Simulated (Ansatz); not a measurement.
This geometry of a periodic cell of 25 atoms, Li₂₄Cl (surface Li(110), adsorbate Cl) is a first-order saddle point. Atoms 1 to 6 are held.

Theory: DFT PBE, scalar-relativistic, plane waves, PAW in Ansatz 0.2.0. Settings: cutoff 420 eV, k mesh 3x2x1, gaussian smearing 0.1 eV, no spin polarisation.

```xyz
25
Lattice="6.9800 0.0000 0.0000 5.2350 7.4034 0.0000 0.0000 0.0000 19.4034" Properties=species:S:1:pos:R:3
Li 0.000 2.468 1.000
Li 3.490 2.468 1.000
Li 1.745 4.936 1.000
Li 5.235 4.936 1.000
Li 3.490 7.403 1.000
Li 6.980 7.403 1.000
Li -0.103 0.294 3.394
Li 3.578 0.511 3.276
Li 1.633 2.754 3.383
Li 5.337 2.935 3.255
Li 3.378 5.222 3.343
Li 7.130 5.424 3.324
Li -0.241 2.192 5.812
Li 3.657 2.609 5.546
Li 1.626 4.668 5.871
Li 5.372 4.982 5.610
Li 3.212 7.144 5.772
Li 7.133 7.549 5.631
Li 0.037 -0.100 8.086
Li 2.970 -0.744 8.199
Li 1.881 2.290 7.777
Li 4.749 1.734 7.955
Li 3.733 4.790 8.289
Li 6.648 4.077 8.275
Cl 5.527 5.574 9.570
```

Problem. Which two structures does it join? (They come from a converged band through this point; their orientation in space is the band's.)

Solution. The atom that moves furthest is Cl25, by 3.02 Å; four of its nearest neighbours are Li24 2.31, Li23 2.31, Li19 2.48, Li22 2.48 Å at the first end and Li20 2.31, Li19 2.31, Li21 2.48, Li24 2.48 Å at the last.

First end point:

```xyz
25
Lattice="6.9800 0.0000 0.0000 5.2350 7.4034 0.0000 0.0000 0.0000 19.4034" Properties=species:S:1:pos:R:3
Li 0.000 2.468 1.000
Li 3.490 2.468 1.000
Li 1.745 4.936 1.000
Li 5.235 4.936 1.000
Li 3.490 7.403 1.000
Li 6.980 7.403 1.000
Li 0.014 0.265 3.299
Li 3.480 0.296 3.361
Li 1.735 2.728 3.370
Li 5.227 2.710 3.302
Li 3.447 5.220 3.318
Li 7.020 5.225 3.298
Li -0.104 2.187 5.734
Li 3.542 2.288 5.736
Li 1.724 4.721 5.736
Li 5.257 4.740 5.579
Li 3.533 7.207 5.693
Li 6.962 7.214 5.721
Li -0.058 -0.412 8.258
Li 3.604 0.024 7.914
Li 1.632 2.152 7.910
Li 5.293 2.587 8.291
Li 3.324 4.682 8.105
Li 7.156 4.890 8.131
Cl 5.232 4.800 9.410
```

Last end point:

```xyz
25
Lattice="6.9800 0.0000 0.0000 5.2350 7.4034 0.0000 0.0000 0.0000 19.4034" Properties=species:S:1:pos:R:3
Li 0.000 2.468 1.000
Li 3.490 2.468 1.000
Li 1.745 4.936 1.000
Li 5.235 4.936 1.000
Li 3.490 7.403 1.000
Li 6.980 7.403 1.000
Li -0.043 0.284 3.318
Li 3.530 0.289 3.298
Li 1.759 2.733 3.299
Li 5.225 2.764 3.361
Li 3.480 5.196 3.370
Li 6.972 5.178 3.302
Li 0.043 2.272 5.693
Li 3.472 2.278 5.721
Li 1.641 4.654 5.734
Li 5.287 4.756 5.736
Li 3.469 7.189 5.736
Li 7.002 7.207 5.579
Li -0.166 -0.253 8.105
Li 3.666 -0.046 8.131
Li 1.687 2.056 8.258
Li 5.349 2.492 7.914
Li 3.377 4.620 7.910
Li 7.038 5.055 8.291
Cl 6.977 7.268 9.410
```

Problem. How far does it lie above each of them?

Solution. 0.164 eV above the first and 0.164 eV above the second. This is the barrier of this one path; another mechanism may lie lower. Limits of this set-up: coarse k mesh, thin slab, slab without dipole correction, odd electron count without spin, a typed lattice constant that wasn't relaxed here.

Time of the run: 14 min on 2 threads of Intel(R) Xeon(R) 6985P-C CPU @ 2.30GHz (Granite Rapids), on a shared host, peak memory 2.3 GiB.
